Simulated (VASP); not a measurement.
# HfO2 (Fm-3m) in VASP: dielectric tensor with PBE

Aim: the dielectric tensor of HfO2 with PBE.

All numbers are computed with VASP 6.6.1; they aren't measurements. Logs are shortened: lines on timing, memory, paths and dates and some standing lists are left out, and cuts for length are marked.

## (1) Starting point

The structure is cubic, space group Fm-3m (No. 225). The conventional cell has a = 5.058 Å, b = 5.058 Å, c = 5.058 Å, α = 90.00°, β = 90.00°, γ = 90.00°. Hf (site symmetry m-3m) has 8 O at 2.19 Å as nearest neighbours. O (site symmetry -43m) is surrounded by 4 Hf at 2.19 Å.

Measurements of this composition are mostly on another form, of space group No. 14.

## (2) Dielectric tensor, PBE

Contents of INCAR:

```
SYSTEM = HfO2
PREC = Accurate
ENCUT = 520
EDIFF = 1E-8
ISMEAR = 0
SIGMA = 0.01
LREAL = .FALSE.
LASPH = .TRUE.
NELM = 100
ALGO = Normal
ISIF = 2
LWAVE = .FALSE.
LCHARG = .FALSE.
GGA = PE
LEPSILON = .TRUE.
```

Contents of KPOINTS:

```
regular mesh
0
G
  8 8 8
  0 0 0
```

Contents of POSCAR:

```
HfO2
1.0
    0.0000000000      2.5291823175      2.5291823175
    2.5291823175      0.0000000000      2.5291823175
    2.5291823175      2.5291823175      0.0000000000
Hf O
1 2
Direct
    0.0000000000      0.0000000000      0.0000000000
    0.2500000000      0.2500000000      0.2500000000
    0.7500000000      0.7500000000      0.7500000000
```

Potentials or basis: VASP PAW PBE potentials, release 64 (Hf_pv, O).

Launch:

```bash
> cat potpaw_PBE.64/Hf_pv/POTCAR potpaw_PBE.64/O/POTCAR > POTCAR
> mpirun -np 1 vasp_std > vasp.out
```

OUTCAR:

```text
SYSTEM = HfO2
   PREC = Accurate
   ENCUT = 520
   EDIFF = 1E-8
   ISMEAR = 0
   LREAL = .FALSE.
   LASPH = .TRUE.
   NELM = 100
   ISIF = 2
   GGA = PE
   LEPSILON = .TRUE.

 ion  position               nearest neighbor table
   1  0.000  0.000  0.000-   3 2.19   3 2.19   3 2.19   2 2.19   3 2.19   2 2.19   2 2.19   2 2.19

   2  0.250  0.250  0.250-   1 2.19   1 2.19   1 2.19   1 2.19
   3  0.750  0.750  0.750-   1 2.19   1 2.19   1 2.19   1 2.19

  LATTYP: Found a face centered cubic cell.
 ALAT       =     5.0583646350

  Lattice vectors:

 A1 = (   0.0000000000,   2.5291823175,   2.5291823175)
 A2 = (   2.5291823175,   0.0000000000,   2.5291823175)
 A3 = (   2.5291823175,   2.5291823175,   0.0000000000)

Analysis of symmetry for initial positions (statically):
=====================================================================
 Subroutine PRICEL returns:
 Original cell was already a primitive cell.

 Routine SETGRP: Setting up the symmetry group for a
 face centered cubic supercell.

 Subroutine GETGRP returns: Found 48 space group operations
 (whereof 48 operations were pure point group operations)
 out of a pool of 48 trial point group operations.

The static configuration has the point symmetry O_h .

Analysis of symmetry for dynamics (positions and initial velocities):
=====================================================================
 Subroutine PRICEL returns:
 Original cell was already a primitive cell.

 Routine SETGRP: Setting up the symmetry group for a
 face centered cubic supercell.

 Subroutine GETGRP returns: Found 48 space group operations
 (whereof 48 operations were pure point group operations)
 out of a pool of 48 trial point group operations.

The dynamic configuration has the point symmetry O_h .

 Subroutine INISYM returns: Found 48 space group operations
 (whereof 48 operations are pure point group operations),
 and found     1 'primitive' translations

----------------------------------------------------------------------------------------

                                     Primitive cell

  volume of cell :      32.3572

  direct lattice vectors                    reciprocal lattice vectors
     0.000000000  2.529182318  2.529182318    -0.197692352  0.197692352  0.197692352
     2.529182318  0.000000000  2.529182318     0.197692352 -0.197692352  0.197692352
     2.529182318  2.529182318  0.000000000     0.197692352  0.197692352 -0.197692352

  length of vectors
     3.576803935  3.576803935  3.576803935     0.342413197  0.342413197  0.342413197

  position of ions in fractional coordinates (direct lattice)
     0.000000000  0.000000000  0.000000000
     0.250000000  0.250000000  0.250000000
     0.750000000  0.750000000  0.750000000

  ion indices of the primitive-cell ions
   primitive index   ion index
                 1           1
                 2           2
                 3           3

----------------------------------------------------------------------------------------

 KPOINTS: regular mesh

Automatic generation of k-mesh.
 Grid dimensions read from file:
 generate k-points for:    8    8    8

 Generating k-lattice:

  Cartesian coordinates                     Fractional coordinates (reciprocal lattice)
    -0.024711544  0.024711544  0.024711544     0.125000000  0.000000000  0.000000000
     0.024711544 -0.024711544  0.024711544     0.000000000  0.125000000  0.000000000
     0.024711544  0.024711544 -0.024711544     0.000000000  0.000000000  0.125000000
[... 90 lines left out ...]
  energy-cutoff  :      520.00
  volume of cell :       32.36
 maximum number of plane-waves:       893
   NGX = 13   NGY = 13   NGZ = 13

--------------------------------------- Ionic step        1  -------------------------------------------

 number of electron      21.9999992 magnetization

 E-fermi :   4.4009     XC(G=0): -11.8754

 val. band max:        4.3383795761   @ k =   0.5000   0.5000   0.0000
 cond. band min:       8.1587263756   @ k =   0.5000   0.5000   0.0000
 fundamental gap:      3.8203467995
 Fermi energy:         4.4009477427

 k-point     1 :       0.0000    0.0000    0.0000
  band No.  band energies     occupation
      1     -25.3168      2.00000
      2     -25.3168      2.00000
      3     -25.3168      2.00000
      4     -14.4372      2.00000
      5     -11.3693      2.00000
      6      -1.0465      2.00000
      7      -1.0465      2.00000
      8      -1.0465      2.00000
      9       3.7282      2.00000
     10       3.7282      2.00000
     11       3.7282      2.00000
     12       8.2360      0.00000
     13       8.2360      0.00000
     14      10.2307      0.00000
[... 401 lines left out ...]
      2     -25.4963      2.00000
      3     -25.3965      2.00000
      4     -12.8272      2.00000
      5     -12.2624      2.00000
      6      -0.5221      2.00000
      7      -0.1639      2.00000
      8       0.7971      2.00000
      9       2.1070      2.00000
     10       2.9766      2.00000
     11       3.0843      2.00000
     12       8.9672      0.00000
     13       9.3765      0.00000
     14      11.4004      0.00000
     15      12.4941      0.00000

 [... further k-points ...]

  FORCE on cell =-STRESS in cart. coord.  units (eV):
  Direction    XX          YY          ZZ          XY          YZ          ZX
  --------------------------------------------------------------------------------------
  -------------------------------------------------------------------------------------
  Total        0.4313107      0.4313107      0.4313107      0.0000000      0.0000000      0.0000000
  in kB       21.3565173     21.3565173     21.3565173      0.0000000      0.0000000      0.0000000
  external PRESSURE =      21.3565173 kB  Pullay stress =       0.0000000 kB

 VOLUME and BASIS-vectors are now :
 -----------------------------------------------------------------------------
  energy-cutoff  :      520.00
  volume of cell :       32.36
      direct lattice vectors                 reciprocal lattice vectors
     0.000000000  2.529182318  2.529182318    -0.197692352  0.197692352  0.197692352
     2.529182318  0.000000000  2.529182318     0.197692352 -0.197692352  0.197692352
     2.529182318  2.529182318  0.000000000     0.197692352  0.197692352 -0.197692352

 POSITION                                       TOTAL-FORCE (eV/Angst)
 -----------------------------------------------------------------------------------
      0.00000      0.00000      0.00000        -0.000000      0.000000     -0.000000
      1.26459      1.26459      1.26459        -0.000000     -0.000000     -0.000000
      3.79377      3.79377      3.79377         0.000000      0.000000      0.000000
 -----------------------------------------------------------------------------------
    total drift:                                0.000000      0.000000      0.000000

  FREE ENERGIE OF THE ION-ELECTRON SYSTEM (eV)
  ---------------------------------------------------
  free  energy   TOTEN  =       -30.2460618582 eV

  energy  without entropy=      -30.2460618582  energy(sigma->0) =      -30.24606186

 HEAD OF MICROSCOPIC STATIC DIELECTRIC TENSOR (INDEPENDENT PARTICLE, excluding Hartree and local field effects)
 ------------------------------------------------------
           5.365923     0.000000    -0.000000
          -0.000000     5.365923     0.000000
          -0.000000     0.000000     5.365923
 ------------------------------------------------------

 Free energy of the ion-electron system (eV)
  ---------------------------------------------------
  ---------------------------------------------------
  free energy    TOTEN  =        -0.40576117 eV

  energy without entropy =       -0.40576117

------------------------ aborting loop because EDIFF is reached ----------------------------------------

--------------------------------------- Ionic step        2  -------------------------------------------

------------------------ aborting loop because EDIFF is reached ----------------------------------------

--------------------------------------- Ionic step        3  -------------------------------------------

 Free energy of the ion-electron system (eV)
  ---------------------------------------------------
  ---------------------------------------------------
  free energy    TOTEN  =        -0.40576099 eV

  energy without entropy =       -0.40576099

------------------------ aborting loop because EDIFF is reached ----------------------------------------

 PIEZOELECTRIC TENSOR FIELD DIRECTION 3  (e Angst)
 -----------------------------------------------------------------------------
     0.00002  0.00000  0.00000           ( -0.00001  0.00000  0.00000)
     0.00000  0.00002 -0.00000           (  0.00000 -0.00001 -0.00000)
     0.00000 -0.00000 -0.00043           (  0.00000 -0.00000  0.00000)

 PIEZOELECTRIC TENSOR FIELD DIRECTION 3  (C/m^2)
 -----------------------------------------------------------------------------
     0.00001  0.00000  0.00000
     0.00000  0.00001 -0.00000
     0.00000 -0.00000 -0.00021

 MACROSCOPIC STATIC DIELECTRIC TENSOR (including local field effects in DFT)
 ------------------------------------------------------
           5.242645     0.000000    -0.000000
           0.000000     5.242645     0.000000
           0.000000     0.000000     5.242645
 ------------------------------------------------------

 PIEZOELECTRIC TENSOR (including local field effects)  for field in x, y, z        (e  Angst)
          XX          YY          ZZ          XY          YZ          ZX
  --------------------------------------------------------------------------------
  x     0.00000     0.00000     0.00000     0.00000     0.00000     0.00000
  y     0.00000     0.00000     0.00000     0.00000     0.00000     0.00000
  z     0.00000     0.00000     0.00000     0.00000     0.00000     0.00000

 PIEZOELECTRIC TENSOR (including local field effects)  for field in x, y, z        (C/m^2)
          XX          YY          ZZ          XY          YZ          ZX
  --------------------------------------------------------------------------------
  x     0.00000     0.00000     0.00000     0.00000     0.00000     0.00000
  y     0.00000     0.00000     0.00000     0.00000     0.00000     0.00000
  z     0.00000     0.00000     0.00000     0.00000     0.00000     0.00000

 BORN EFFECTIVE CHARGES (including local field effects) (in |e|, cummulative output)
 ---------------------------------------------------------------------------------
 ion    1
    1     5.51704     0.00000     0.00000
    2     0.00000     5.51704     0.00000
    3     0.00000     0.00000     5.51704
 ion    2
    1    -2.75852     0.00000     0.00000
    2     0.00000    -2.75852     0.00000
    3     0.00000     0.00000    -2.75852
 ion    3
    1    -2.75852     0.00000     0.00000
    2     0.00000    -2.75852     0.00000
    3     0.00000     0.00000    -2.75852
```

Run time: 94 s. Hardware: 1 thread of Intel Xeon 6975P-C (Granite Rapids), shared host; peak memory 0.22 GiB.

Results:

| Item | Value |
| --- | --- |
| Band gap on the k mesh | 3.82 eV, direct |
| Electronic dielectric tensor (diagonal) | 5.24 |
| Born charges (mean of the diagonal) | Hf +5.52; O -2.76 e |

Levels at points of the mesh, in eV from the valence-band top:
| k point | band 8 | band 9 | band 10 | band 11 | band 12 | band 13 | band 14 | band 15 |
| --- | --- | --- | --- | --- | --- | --- | --- | --- |
| (0.00, 0.00, 0.00) | -5.38 | -0.61 | -0.61 | -0.61 | 3.90 | 3.90 | 5.89 | 10.51 |
| (0.50, 0.00, 0.00) | -3.05 | -2.74 | -1.84 | -1.84 | 4.63 | 4.63 | 7.05 | 9.09 |
| (0.50, 0.50, 0.00) | -3.48 | -1.54 | -1.54 | 0.00 | 3.82 | 5.54 | 6.70 | 8.22 |

Electronic dielectric tensor:
```
5.24 0.00 0.00
0.00 5.24 0.00
0.00 0.00 5.24
```

Born effective charge tensors (e):
atom 1, Hf
```
5.52 0.00 0.00
0.00 5.52 0.00
0.00 0.00 5.52
```
atom 2, O
```
-2.76  0.00  0.00
 0.00 -2.76  0.00
 0.00  0.00 -2.76
```
atom 3, O
```
-2.76  0.00  0.00
 0.00 -2.76  0.00
 0.00  0.00 -2.76
```

Caveat: spin-orbit coupling is left out, which moves the levels of the heavy elements. A k mesh can miss the band edges.
